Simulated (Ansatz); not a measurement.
A 3-atom cell of CaF2 started from a crystallographic database at its r2SCAN geometry, in Ansatz 0.2.0. The base run uses r2SCAN on a modest mesh; each further run changes one setting, sensibly or not. Doubtful ones may also carry a cap on iterations. All numbers are computed, and spin polarisation is off unless an edit sets a moment.

Base input:
```yaml
crystal:
  lattice:
    - [0.0, 2.719592886, 2.719592886]
    - [2.719592886, 0.0, 2.719592886]
    - [2.719592886, 2.719592886, 0.0]
  atoms:
    - { symbol: Ca, position: [0.0, 0.0, 0.0] }
    - { symbol: F, position: [0.25, 0.25, 0.25] }
    - { symbol: F, position: [0.75, 0.75, 0.75] }
kpoints:
  mp_grid: { grid: [6, 6, 6] }
hamiltonian:
  xc: r2scan
scf:
  occupations: { method: fixed }
  n_extra_bands: 4
output:
  forces: true
  stress: true
  eigenvalues: true
```

Base results:
```
Basis set: ecut = 500 eV, 965 PW (Γ)
Symmetry: 48 space group operations
Space group: Fm-3m (ITA 225)
k-points: 16 of 216
SCF converged after 6 iterations
Free energy (F): -3448.119696 eV
Fermi energy:    2.866742 eV
--- Stress (GPa, compression-positive) ---
       -0.000544       0.000000       0.000000
        0.000000      -0.000544       0.000000
        0.000000       0.000000      -0.000544
  P = ⅓ Tr σ = -0.0005 GPa (-0.005 kbar)
```
The gap over this mesh is 8.032 eV.

Run as `ansatz run input.yaml --threads 4 --pin off --max-ram 3686MiB --backend cpu --events-out ev --progress --plain --runs-dir out`. Wall time 1.3 s on 4 threads of Arm Neoverse N1 (shared host), load about 0.9 per core; peak host memory 0.46 GiB.

Question: The input is altered as follows. How does the run end?
```yaml
scf:
  occupations: { method: gaussian, width: 0.5 }
```

Answer: Energy, stress and gap stay within 1 meV an atom, 0.1 GPa and 0.005 eV of the base. The width is small against the gap, so it doesn't matter.

Question: What happens with this change?
```yaml
scf:
  mixing: { preconditioner: kerker }
```

Answer: It converges in 7 iterations against the base's 6. The result is the base's, as it should be for a key that only affects how the solution is found.

Question: The input is altered as follows. How does the run end?
```yaml
basis:
  xc_grid: 1
```

Answer: Energy, stress and gap stay within 1 meV an atom, 0.1 GPa and 0.005 eV of the base. The result hardly depends on this setting here.

Question: What happens with this change?
```yaml
scf:
  occupations: { method: gaussian, width: 0.05 }
```

Answer: Energy, stress and gap stay within 1 meV an atom, 0.1 GPa and 0.005 eV of the base. The width is small against the gap, so it doesn't matter.

Question: The input is altered as follows. How does the run end?
```yaml
basis:
  ecutwfc: 250
```

Answer: 339 plane waves in place of 965. The free energy moves by +1885 meV an atom, the mean stress by +1.88 GPa and the gap on the mesh by +0.111 eV (to 8.142). The basis is too small: these are errors of the cutoff.
Lines that differ from the base's log, and the results:
```
Warning: basis.ecutwfc = 250 eV is below the records' recommended 500 eV, and the density's cutoff is lower with it unless basis.ecutrho_ratio is high enough to keep the records' density cutoff: compare with a run at a higher cutoff
Basis set: ecut = 250 eV, 339 PW (Γ)
SCF converged after 7 iterations
Free energy (F): -3442.464421 eV
Fermi energy:    2.694111 eV
--- Stress (GPa, compression-positive) ---
        1.878126       0.000000       0.000000
        0.000000       1.878126       0.000000
        0.000000       0.000000       1.878126
  P = ⅓ Tr σ = 1.8781 GPa (18.781 kbar)
--- Band table (eV; the first three rows and the last of 16) ---
  k-point 0: bands = […, 0.8801, 0.8801, 0.8801, 2.5201, 2.5201, 2.5201, 10.8365, 13.0738, 13.0738, 15.3698]
  k-point 1: bands = […, 0.8643, 0.8725, 0.8725, 2.1729, 2.4196, 2.4196, 11.5131, 13.0581, 13.0581, 15.0184]
  k-point 2: bands = […, 1.1170, 1.1170, 1.3608, 1.6286, 2.1498, 2.1498, 12.7838, 13.1403, 13.1403, 14.7042]
  k-point 15: bands = […, 0.3180, 0.9760, 1.4964, 1.9391, 2.3784, 2.5500, 11.9138, 13.6791, 13.6970, 14.2166]
```

Question: These lines are set or replaced. What follows?
```yaml
kpoints:
  mp_grid: { grid: [4, 4, 4] }
```

Answer: Energy, stress and gap stay within 1 meV an atom, 0.1 GPa and 0.005 eV of the base.

Question: Predict the outcome of this edit.
```yaml
hamiltonian:
  pseudopotentials: { kind: nc }
```

Answer: Another set of potentials replaces the default one; the cutoff becomes 1260 eV and the cell holds 24 electrons (base 24). The mean stress moves by -0.23 GPa and the gap on the mesh by +0.032 eV (to 8.064). Totals and absolute levels hang on the potentials; gap and stress can be compared.
```
Basis set: ecut = 1260 eV, 4015 PW (Γ)
SCF converged after 8 iterations
Free energy (F): -2390.880309 eV
Fermi energy:    2.945763 eV
--- Stress (GPa, compression-positive) ---
       -0.225698       0.000000       0.000000
        0.000000      -0.225698       0.000000
        0.000000       0.000000      -0.225698
  P = ⅓ Tr σ = -0.2257 GPa (-2.257 kbar)
--- Band table (eV; the first three rows and the last of 16) ---
  k-point 0: bands = […, 0.8225, 0.8225, 0.8225, 2.6862, 2.6862, 2.6862, 11.0096, 13.0091, 13.0091, 15.2168]
  k-point 1: bands = […, 0.9455, 0.9455, 1.0404, 2.3957, 2.5640, 2.5640, 11.6759, 13.0583, 13.0583, 14.9730]
  k-point 2: bands = […, 1.2334, 1.2334, 1.4614, 1.9113, 2.2881, 2.2881, 12.9051, 13.1561, 13.1561, 14.6930]
  k-point 15: bands = […, 0.4774, 1.0116, 1.5814, 2.2325, 2.6470, 2.8817, 11.9896, 13.6661, 13.6894, 14.2456]
```
